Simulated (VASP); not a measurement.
Method: PBEsol GGA, VASP's PBE PAW potentials (set 64) (plane waves; VASP).

VASP ran on this input.

### INCAR
```
SYSTEM = CaF2
PREC = Accurate
ENCUT = 520
EDIFF = 1E-7
NELM = 100
ALGO = Normal
LREAL = .FALSE.
LASPH = .TRUE.
ISMEAR = -5
GGA = PS
LWAVE = .FALSE.
LCHARG = .TRUE.
LORBIT = 11
NEDOS = 601
ISIF = 2
```

KPOINTS:
```
Automatic mesh
0
Gamma
8 8 8
0 0 0
```

### POSCAR
```
CaF2
1.0
  0.0000000000   2.7137071620   2.7137071620
  2.7137071620   0.0000000000   2.7137071620
  2.7137071620   2.7137071620   0.0000000000
Ca F
1 2
Direct
  0.0000000000   0.0000000000   0.0000000000
  0.2500000000   0.2500000000   0.2500000000
  0.7500000000   0.7500000000   0.7500000000
```

POTCAR, in this order: Ca_sv F (PBE.64 set). Program: vasp_std.

What VASP printed:

### OUTCAR
```
 ion  position               nearest neighbor table
   1  0.000  0.000  0.000-   3 2.35   3 2.35   3 2.35   2 2.35   2 2.35   2 2.35   3 2.35   2 2.35
  LATTYP: Found a face centered cubic cell.
 ALAT       =     5.4274143240
 Subroutine PRICEL returns:
 Original cell was already a primitive cell.
 Subroutine GETGRP returns: Found 48 space group operations
The static configuration has the point symmetry O_h .
The dynamic configuration has the point symmetry O_h .
 Subroutine INISYM returns: Found 48 space group operations
 Subroutine IBZKPT returns following result:
 Found     29 irreducible k-points:

 Following reciprocal coordinates:
            Coordinates               Weight
  0.000000  0.000000  0.000000      1.000000
  0.125000  0.000000  0.000000      8.000000
  0.250000  0.000000  0.000000      8.000000
  0.375000  0.000000  0.000000      8.000000
  0.500000  0.000000  0.000000      4.000000
  0.125000  0.125000  0.000000      6.000000
  0.250000  0.125000  0.000000     24.000000
  0.375000  0.125000  0.000000     24.000000
  0.500000  0.125000  0.000000     24.000000
 -0.375000  0.125000  0.000000     24.000000
 -0.250000  0.125000  0.000000     24.000000
 -0.125000  0.125000  0.000000     12.000000
  0.250000  0.250000  0.000000      6.000000
  0.375000  0.250000  0.000000     24.000000
  0.500000  0.250000  0.000000     24.000000
 -0.375000  0.250000  0.000000     24.000000
 -0.250000  0.250000  0.000000     12.000000
  0.375000  0.375000  0.000000      6.000000
  0.500000  0.375000  0.000000     24.000000
 -0.375000  0.375000  0.000000     12.000000
  0.500000  0.500000  0.000000      3.000000
  0.375000  0.250000  0.125000     24.000000
  0.500000  0.250000  0.125000     48.000000
 -0.375000  0.250000  0.125000     24.000000
  0.500000  0.375000  0.125000     24.000000
 -0.375000  0.375000  0.125000     48.000000
 -0.250000  0.375000  0.125000     24.000000
 -0.375000  0.500000  0.125000     12.000000
 -0.250000  0.500000  0.250000      6.000000
   k-points           NKPTS =     29   k-points in BZ     NKDIM =     29   number of bands    NBANDS=     16
   number of dos      NEDOS =    601   number of ions     NIONS =      3
   total plane-waves  NPLWV =  27000
   dimension x,y,z NGX =    30 NGY =   30 NGZ =   30
   dimension x,y,z NGXF=    60 NGYF=   60 NGZF=   60
   ions per type =               1   2
   PREC   = accura    normal or accurate (medium, high low for compatibility)
   ISTART =      0    job   : 0-new  1-cont  2-samecut
   ICHARG =      2    charge: 1-file 2-atom 10-const
   ISPIN  =      1    spin polarized calculation?
   LNONCOLLINEAR =      F non collinear calculations
   LSORBIT =      F    spin-orbit coupling
   INIWAV =      1    electr: 0-lowe 1-rand  2-diag
   ENCUT  =  520.0 eV  38.22 Ry    6.18 a.u.   7.14  7.14  7.14*2*pi/ulx,y,z
   NELM   =    100;   NELMIN=  2; NELMDL= -5     # of ELM steps
   EDIFF  = 0.1E-06   stopping-criterion for ELM
   LREAL  =      F    real-space projection
   NLSPLINE    = F    spline interpolate recip. space projectors
   LMAXMIX     =    2 max onsite mixed and CHGCAR
   VOSKOWN=      0    Vosko Wilk Nusair interpolation
   EDIFFG = 0.1E-05   stopping-criterion for IOM
   NSW    =      0    number of steps for IOM
   NBLOCK =      1;   KBLOCK =      1    inner block; outer block
   IBRION =     -1    ionic relax: 0-MD 1-quasi-New 2-CG
   NFREE  =      0    steps in history (QN), initial steepest desc. (CG)
   ISIF   =      2    stress and relaxation
   ISYM   =      2    0-nonsym 1-usesym 2-fastsym
   TEIN   =    0.0    initial temperature
   TEBEG  =    0.0;   TEEND  =   0.0 temperature during run
   SMASS  =  -3.00    Nose mass-parameter (am)
   PSTRESS=    0.0 pullay stress
...
```

File OSZICAR:
```
       N       E                     dE             d eps       ncg     rms          rms(c)
DAV:   1     0.222078719129E+03    0.22208E+03   -0.13848E+04   928   0.152E+03
DAV:   2    -0.966767465133E+01   -0.23175E+03   -0.22819E+03  1192   0.394E+02
DAV:   3    -0.186466796550E+02   -0.89790E+01   -0.89706E+01  1048   0.877E+01
DAV:   4    -0.189815240987E+02   -0.33484E+00   -0.33477E+00  1576   0.125E+01
DAV:   5    -0.189839680154E+02   -0.24439E-02   -0.24439E-02  1040   0.111E+00    0.737E+00
DAV:   6    -0.178972498003E+02    0.10867E+01   -0.58172E+00   960   0.174E+01    0.308E+00
DAV:   7    -0.178872259513E+02    0.10024E-01   -0.16231E-01  1248   0.378E+00    0.162E+00
DAV:   8    -0.178958638013E+02   -0.86378E-02   -0.27316E-02  1192   0.212E+00    0.186E-01
DAV:   9    -0.178996417635E+02   -0.37780E-02   -0.74313E-03  1224   0.669E-01    0.140E-01
DAV:  10    -0.179003678975E+02   -0.72613E-03   -0.13357E-03  1104   0.283E-01    0.286E-02
DAV:  11    -0.179003679995E+02   -0.10197E-06   -0.10108E-04  1248   0.866E-02    0.997E-03
DAV:  12    -0.179003745327E+02   -0.65332E-05   -0.17806E-05  1064   0.344E-02    0.334E-03
DAV:  13    -0.179003746987E+02   -0.16605E-06   -0.31251E-06  1456   0.134E-02    0.327E-03
DAV:  14    -0.179003743182E+02    0.38050E-06   -0.50295E-07  1056   0.810E-03    0.446E-04
DAV:  15    -0.179003743329E+02   -0.14635E-07   -0.30812E-08   792   0.169E-03
   1 F= -.17900374E+02 E0= -.17900374E+02  d E =0.000000E+00
```

OUTCAR:
```
------------------------ aborting loop because EDIFF is reached ----------------------------------------
  FORCE on cell =-STRESS in cart. coord.  units (eV):
  Direction    XX          YY          ZZ          XY          YZ          ZX
  --------------------------------------------------------------------------------------
  Total       -0.0095992     -0.0095992     -0.0095992     -0.0000000      0.0000000     -0.0000000
  in kB       -0.3847922     -0.3847922     -0.3847922     -0.0000000      0.0000000     -0.0000000
  external PRESSURE =      -0.3847922 kB  Pullay stress =       0.0000000 kB
  volume of cell :       39.97
      direct lattice vectors                 reciprocal lattice vectors
     0.000000000  2.713707162  2.713707162    -0.184249799  0.184249799  0.184249799
     2.713707162  0.000000000  2.713707162     0.184249799 -0.184249799  0.184249799
     2.713707162  2.713707162  0.000000000     0.184249799  0.184249799 -0.184249799
 POSITION                                       TOTAL-FORCE (eV/Angst)
 -----------------------------------------------------------------------------------
      0.00000      0.00000      0.00000         0.000000     -0.000000      0.000000
      1.35685      1.35685      1.35685        -0.000000     -0.000000      0.000000
      4.07056      4.07056      4.07056         0.000000      0.000000     -0.000000
 -----------------------------------------------------------------------------------
    total drift:                                0.000000     -0.000000      0.000000
  FREE ENERGIE OF THE ION-ELECTRON SYSTEM (eV)
  ---------------------------------------------------
  free  energy   TOTEN  =       -17.9003743329 eV

  energy  without entropy=      -17.9003743329  energy(sigma->0) =      -17.90037433

 total charge

# of ion       s       p       d       tot
------------------------------------------
    1        2.023   5.870   0.229   8.121
    2        1.731   4.378   0.000   6.109
    3        1.731   4.378   0.000   6.109
--------------------------------------------------
tot          5.485  14.626   0.229  20.340
```
(Selected blocks of OUTCAR.)

**OUTCAR**
```
 val. band max:       -0.9800643338   @ k =   0.5000   0.5000   0.0000

 cond. band min:       6.2214109601   @ k =   0.0000   0.0000   0.0000


 Fermi energy:        -0.9583822407

 k-point     1 :       0.0000    0.0000    0.0000
  band No.  band energies     occupation
      1     -36.7025      2.00000
      2     -20.8496      2.00000
      3     -20.0307      2.00000
      4     -17.7268      2.00000
      5     -17.7268      2.00000
      6     -17.7268      2.00000
      7      -3.1871      2.00000
      8      -3.1871      2.00000
      9      -3.1871      2.00000
     10      -1.2419      2.00000
     11      -1.2419      2.00000
     12      -1.2419      2.00000
     13       6.2214      0.00000
     14       8.2107      0.00000
     15       8.2107      0.00000
     16      10.3938      0.00000

 k-point     2 :       0.1250    0.0000    0.0000
  band No.  band energies     occupation
      1     -36.6969      2.00000
      2     -20.8924      2.00000
      3     -20.0727      2.00000
      4     -17.7338      2.00000
      5     -17.7338      2.00000
      6     -17.6544      2.00000
      7      -3.1133      2.00000
      8      -3.1133      2.00000
      9      -3.0507      2.00000
     10      -1.4321      2.00000
     11      -1.3167      2.00000
     12      -1.3167      2.00000
     13       6.6292      0.00000
     14       8.2467      0.00000
     15       8.2467      0.00000
     16      10.2366      0.00000

 k-point     3 :       0.2500    0.0000    0.0000
  band No.  band energies     occupation
      1     -36.6831      2.00000
      2     -20.9647      2.00000
      3     -20.2099      2.00000
      4     -17.7506      2.00000
      5     -17.7506      2.00000
      6     -17.4713      2.00000
      7      -2.9202      2.00000
      8      -2.9201      2.00000
      9      -2.7280      2.00000
     10      -1.8290      2.00000
     11      -1.5060      2.00000
     12      -1.5060      2.00000
     13       7.5474      0.00000
...
```

The compound is CaF2 in the fluorite structure. It was relaxed first.
